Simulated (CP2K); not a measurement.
Runs of CP2K 2026.2 on AlO. The structure is cubic, space group Pm-3m (No. 221). Conventional cell: a = 2.769 Å, b = 2.769 Å, c = 2.769 Å, α = 90.00°, β = 90.00°, γ = 90.00°. Al (site symmetry m-3m) is surrounded by 8 O at 2.40 Å. O (site symmetry m-3m) has 8 Al at 2.40 Å as nearest neighbours. The cell was built by a generator and needn't be a form met in nature.

```csv
level,D3 from the s-dftd3 library (D3_REFERENCE_CODE),cutoff radius of the dispersion sum (A),gap on the mesh (eV),pressure (GPa)
RPBE+D3(BJ),yes,20,none,-16.0
RPBE,-,-,none,1.6
RPBE+D3(BJ)+ATM,yes,20,none,(a)
RPBE+D4,-,20,none,(b)
RPBE+D3,yes,20,none,-0.6
```

Alike in all rows: task single point; potentials or basis POTENTIAL_UZH Al GTH-PBE-q3, O GTH-PBE-q6; TZVP-MOLOPT-PBE-GTH basis; no spin polarisation; cell as given; k mesh 10 × 10 × 10; smearing fermi-dirac 0.05 eV.

**Question.** Fill in the values left out.

**Answer.** (a) -15.7; (b) -5.0.

Caveats: the potentials were made for another functional, which shifts forces and pressure; the basis of atomic orbitals isn't converged, which shifts pressures, moduli and gaps; an odd number of electrons without spin polarisation forces a metal; a magnetic or distorted state may lie lower; pairwise dispersion overbinds metals, which lowers pressure and volume (some runs).

A gap of «none» marks a metal or a gap under the smearing width.
